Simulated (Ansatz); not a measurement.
All numbers below come from Ansatz 0.2.0, DFT PBE, scalar-relativistic, plane waves, PAW. All cells share a 420 eV cutoff and Γ-centred k meshes spaced at most about 0.3 Å⁻¹ (about 0.25 or finer for metals, 2π included). No spin polarisation.

Each guess is relaxed in cell and atoms at zero pressure, on a coarse mesh first where it starts far from rest and then on a converged one. The steps can't lower the symmetry of the start, but it can rise. Energies are static (0 K, no zero-point motion).

Two unrelaxed guesses for Si2Ge:

A.

```xyz
6
Lattice="2.8924 0.0000 0.0000 -1.4462 2.5049 0.0000 0.0000 0.0000 13.7129" Properties=species:S:1:pos:R:3 pbc="T T T"
Si    0.0000    1.6699    0.0000
Si    1.4462    0.8350   11.4274
Si    1.4462    0.8350    2.2855
Si    1.4462    0.8350    6.8565
Ge    0.0000    1.6699    9.1420
Ge    0.0000    1.6699    4.5709
```

B.

```xyz
3
Lattice="4.7992 0.0000 0.0000 -2.3996 4.1562 0.0000 0.0000 0.0000 2.9419" Properties=species:S:1:pos:R:3 pbc="T T T"
Si    0.0000    2.7708    1.4709
Si    2.3996    1.3854    1.4709
Ge    0.0000    0.0000    0.0000
```

Problem. Do they relax into the same structure? If not, which is lower?

Solution. No. B ends lower, by 39 meV/atom. A: P-6m2 at 16.6 Å³/atom → P-6m2 at 16.3 Å³/atom; B: P6/mmm at 19.6 Å³/atom → P6/mmm at 16.3 Å³/atom. Counting Ge atoms around Si (those within 1.25 times the shortest such distance or 1.15 times the sum of covalent radii; the shortest distance is added where it is long for a bond; a slash parts the counts of unlike sites), the end of A has Si 3 from 3.0 Å/6 from 2.9 Å/2+12 from 4.6 Å and the end of B has Si 6 from 3.0 Å. End of A. Conventional cell: a = 2.819 Å, c = 14.169 Å. Around Si on a site of symmetry -6m2 lie 12 Si at 2.70–2.82 Å; around Si on a site of symmetry 3m lie 9 Si at 2.70–2.82 Å and 3 Ge at 2.97 Å; Ge has 6 Ge at 2.82 Å and 6 Si at 2.93–2.97 Å; 1 more site not described. End of B. Conventional cell: a = 4.537 Å, c = 2.747 Å. Si has 5 Si at 2.62–2.75 Å and 6 Ge at 2.96 Å; Ge has 2 Ge at 2.75 Å and 12 Si at 2.96 Å.

Cells without such a test can be saddle points. Shaken at random and relaxed again, the end of A falls into a cell with space group Pmmm (No. 47), 176 meV/atom lower, so it is a saddle point or a shallow minimum. Neither end is the lowest form computed: that has Si and Ge ordered on diamond sites, space group Imma (No. 74) and lies 0.45 eV/atom below the better end. Even the lowest of the cells shown lies +0.47 eV/atom against the elements. Some types were kept out of the candidates beforehand, so the set may lack a known form.
